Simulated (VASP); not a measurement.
Set up this calculation in VASP 6.6.1, as the native input.

```
Task                   : relaxation of cell and atoms
Functional             : r2SCAN
Potentials or basis    : VASP PAW PBE potentials, release 64 (Os)
Cutoff                 : 600 eV
k mesh                 : 18 × 18 × 18
Occupations            : gaussian, width 0.1 eV
Spin                   : no spin polarisation
Further INCAR settings : ALGO = Normal; EDIFF = 1e-07; IBRION = 2; EDIFFG = -0.005; NSW = 90; ISIF = 3
```

The structure of Os lies in POSCAR:

```
Os
1.0
    0.0000000000      1.9129311800      1.9129311800
    1.9129311800      0.0000000000      1.9129311800
    1.9129311800      1.9129311800      0.0000000000
Os
1
Direct
    0.0000000000      0.0000000000      0.0000000000
```

This isn't the form of Os at room conditions, which is hcp.

These files were run (other wordings do the same):

INCAR

```
ALGO = Normal ; EDIFF = 1E-7
EDIFFG = -0.005 ; ENCUT = 600
IBRION = 2 ; ISIF = 3
ISMEAR = 0 ; LASPH = T
LCHARG = F ; LMIXTAU = T
LREAL = F ; LWAVE = F
METAGGA = R2SCAN ; NELM = 80
NSW = 90 ; PREC = Accurate
SIGMA = 0.1
```

KPOINTS

```
k-points
0
Gamma
  18 18 18
```

Potentials or basis: VASP PAW PBE potentials, release 64 (Os).

The run is started by

```sh
$ cat potpaw_PBE.64/Os/POTCAR > POTCAR
$ mpirun -np 1 vasp_std > vasp.out
```

Results of the run:

The relaxed volume is 14.10 Å³/atom and the relaxed cell is a = 2.712 Å, b = 2.712 Å, c = 2.712 Å, α = 60.00°, β = 60.00°, γ = 60.00°. The space group after relaxing (to 0.05 Å) is Fm-3m (No. 225) and the energy gained by relaxing is 1.0 meV/atom. The ionic steps are 3. The pressure after relaxing is 0.0 GPa and the band gap on the k mesh is none (metal or under the smearing width).

Caveat: the PAW data sets were made with another functional, which shifts forces and pressure a little.

It took 3.1 min on 1 thread of Intel(R) Xeon(R) Platinum 8488C (Sapphire Rapids) (shared host), peak memory 0.18 GiB.
